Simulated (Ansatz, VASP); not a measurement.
**One calculation of Br, two programs**

File INCAR:

```
ALGO     = Normal         # electronic algorithm
EDIFF    = 1E-7           # SCF threshold, eV
ENCUT    = 520            # plane-wave cutoff, eV
GGA      = PE             # functional
ISIF     = 2              # what is computed and relaxed
ISMEAR   = -1             # smearing method
LASPH    = True           # aspherical terms in the spheres
LCHARG   = False          # write CHGCAR
LREAL    = False          # projectors in reciprocal space
LWAVE    = False          # write WAVECAR
NBANDS   = 10             # bands
NELM     = 60             # most SCF steps
PREC     = Accurate       # precision mode
SIGMA    = 0.05           # smearing width, eV
```

The input KPOINTS:

```
k-points
0
Gamma
  14 14 14
```

Contents of POSCAR:

```
Br
1.0
    0.0000000000      2.2288295485      2.2288295485
    2.2288295485      0.0000000000      2.2288295485
    2.2288295485      2.2288295485      0.0000000000
Br
1
Direct
    0.0000000000      0.0000000000      0.0000000000
```

Input for Ansatz:

```yaml
crystal:
  lattice:
    - [0.0, 2.2288295485, 2.2288295485]
    - [2.2288295485, 0.0, 2.2288295485]
    - [2.2288295485, 2.2288295485, 0.0]
  atoms:
    - { symbol: Br, position: [0.0, 0.0, 0.0] }
kpoints:
  mp_grid: { grid: [14, 14, 14] }
scf:
  occupations: { method: fermi_dirac, width: 0.05 }
hamiltonian:
  xc: pbe
  pseudopotentials: { kind: all_electron, lapw: { basis_error: 0.001 } }
output:
  forces: true
  stress: true
  eigenvalues: true
  populations: true
```

Change from the starting cell: volume scaled by 0.84, LAPW.

Alike in both runs: task single point; functional PBE; k mesh 14 × 14 × 14; occupations fermi-dirac, width 0.05 eV; no spin polarisation.

|  | VASP | Ansatz |
| --- | --- | --- |
| version | VASP 6.6.1 | Ansatz 0.2.0 |
| potentials or method | VASP PAW PBE potentials, release 64 (Br) | all-electron LAPW, scalar-relativistic |
| plane-wave cutoff (eV) | 520 | see its input |

```tsv
	VASP	Ansatz	Ansatz less VASP
pressure (GPa)	7.8	7.8	0.00
```

Ansatz ran all-electron here, so the differences hold the error of VASP's frozen core and of both bases.

Caveats: an odd number of electrons without spin polarisation forces a metal; a magnetic or distorted state may lie lower.
